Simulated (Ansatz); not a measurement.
CdSe under changes of volume

One of the cells (28.942 Å³/atom); the others are scaled copies at fixed shape and fractional positions:

```
Cd Se
1.0
     0.00000    3.07027    3.07027
     3.07027    0.00000    3.07027
     3.07027    3.07027    0.00000
Cd Se
1 1
Cartesian
  0.0000 0.0000 0.0000
  1.5351 1.5351 1.5351
```

Measurements of this composition are mostly on another form, of space group No. 186.

- Program: Ansatz 0.2.0
- Functional: r2SCAN
- Potentials or basis: Ansatz PAW
- Cutoff: 500 eV (not typed: the program's choice for these potentials)
- k mesh: 8 × 8 × 8
- Occupations: fermi-dirac, width 0.05 eV
- Spin: no spin polarisation

```tsv
volume (Å³/atom)	energy over the lowest point (meV/atom)	pressure (GPa)	gap on the mesh (eV)
27.206	?	?	?
27.784	6.65	2.1	1.12
28.363	1.28	0.9	1.08
28.942	0.00	-0.2	1.03
29.521	2.41	-1.1	0.99
30.100	8.09	-2.0	0.94
30.679	16.71	-2.8	0.90
```

Problem. What does the run at 27.206 Å³/atom give?

Solution. Energy over the lowest point 16.63 meV/atom; pressure 3.4 GPa; gap on the mesh 1.17 eV.

Worked out: A Birch-Murnaghan fit of order 3 (a polynomial in V^(-2/3)) to the other rows has its minimum at 28.84 Å³/atom with B0 = V·E''(V) = 52 GPa and B' = 4.6. It gives 16.60 meV/atom at 27.206 Å³/atom, against the run's 16.63, and -dE/dV = 3.4 GPa, against 3.4. A straight line through the other rows of the gap, of slope -2.25 eV per unit of ln V (its deformation potential), extrapolates to 1.17 eV, against the run's 1.17.

Energies are extrapolated to zero smearing.

Caveats: the PAW data sets come from PBE, with cores solved anew for the run's functional, which leaves a small shift of forces and pressure.

Spin-orbit coupling on Cd, Se is left out.
